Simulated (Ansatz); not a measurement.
## How settings move the G0W0 gap of BaS (rocksalt)

Rocksalt BaS, relaxed with r2SCAN; one-shot G0W0 in Ansatz without spin-orbit coupling. Spin-unpolarised throughout; all numbers are computed.

```
CELL_PARAMETERS angstrom
0.00000 3.21180 3.21180
3.21180 0.00000 3.21180
3.21180 3.21180 0.00000
ATOMIC_POSITIONS crystal
Ba 0.00000 0.00000 0.00000
S 0.50000 0.50000 0.50000
```

Gaps are read over the mesh points alone. G0W0 here is at a finite number of bands, screening cutoff and k mesh, not at the basis limit.
```csv
start,potentials,frequency model,mesh,empty bands,screening cutoff (eV),Kohn-Sham gap (eV),G0W0 gap (eV)
PBE,PAW,contour deformation,4×4×4,150,100,2.23,3.37
PBE,PAW,contour deformation,4×4×4,363,180,2.23,3.50
PBE,PAW,contour deformation,4×4×4,704,260,2.23,3.55
HSE06,PAW,contour deformation,4×4×4,363,180,3.14,3.98
r2SCAN,PAW,contour deformation,4×4×4,363,180,2.57,3.73
PBE0,PAW,contour deformation,4×4×4,363,180,3.83,4.20
PBE,PAW,Godby-Needs pole,4×4×4,363,180,2.23,3.46
PBE,PAW,contour deformation,6×6×6,107,80,2.23,3.33
PBE,norm-conserving,contour deformation,4×4×4,363,180,2.23,3.50
```

The quasiparticle gap on this mesh is 3.55 eV (Γ to X), against 2.23 eV from PBE: +1.32 eV. Renormalisation factors Z lie between 0.74 and 0.81.

Raising bands and cutoff together moves the gap by +0.13 eV (100 to 180 eV), then +0.05 eV (180 to 260 eV); the last step is still large, so the basis limit isn't reached. Starting from HSE06 (3.14 eV against PBE's 2.23 eV) gives 3.98 eV, +0.48 eV from G0W0@PBE at the same screening cutoff. Starting from r2SCAN (2.57 eV against PBE's 2.23 eV) gives 3.73 eV, +0.23 eV from G0W0@PBE at the same screening cutoff. Starting from PBE0 (3.83 eV against PBE's 2.23 eV) gives 4.20 eV, +0.70 eV from G0W0@PBE at the same screening cutoff. The Godby-Needs plasmon pole differs from contour deformation by -0.04 eV. Norm-conserving potentials (wave cutoff 770 eV against 420 eV) shift the quasiparticle gap by 0.00 eV and the PBE gap by 0.00 eV. r2SCAN runs take a wave cutoff of 500 eV.
